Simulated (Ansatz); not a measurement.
## Ligand exchange: KCl + C4H10O → KOH + C4H9Cl

Gas-phase species: KCl, singlet; C4H10O `CCCCO`, singlet; KOH `[OH][K]`, singlet; C4H9Cl (1-chlorobutane) `CCCCCl`, singlet. The partners trade Cl for OH: K–Cl and C–OH bonds give way to K–OH and C–Cl.

Shapes, held fixed at every level: PBE0-D4/def2-TZVP. Flexible molecules stand in one conformer, not always the lowest. Programs: Ansatz 0.2.0. The zero-point and thermal change to 298 K, harmonic and unscaled (PBE0-D4/def2-TZVP), is -5.9 kJ/mol.

```
                level                    kind  ΔH(298 K) (kJ/mol)  less CCSD(T)/def2-TZVPP
 r2SCAN-D4/def2-TZVPP                meta-GGA              +120.5                     -1.2
  BHLYP-D4/def2-TZVPP           global hybrid              +133.1                    +11.4
r2SCAN0-D4/def2-TZVPP           global hybrid              +129.5                     +7.8
   wB97M-V/def2-TZVPP  range-separated hybrid              +120.9                     -0.8
   wB97X-V/def2-TZVPP  range-separated hybrid              +123.6                     +1.9
    B2PLYP/def2-TZVPP           double hybrid              +118.2                     -3.5
       MP2/def2-TZVPP     perturbation theory              +111.9                     -9.8
   CCSD(T)/def2-TZVPP   coupled cluster or CI              +121.7                      0.0
```

The highest level, CCSD(T)/def2-TZVPP, gives ΔH(298 K) = +121.7 kJ/mol; the levels span +111.9 to +133.1. The column of differences is taken from that level and isn't an error. No measured value is set beside it here. Outer-core shells of K are correlated, in sets that cover them unevenly. Sets without diffuse functions underbind ionic bonds of s-block metals.
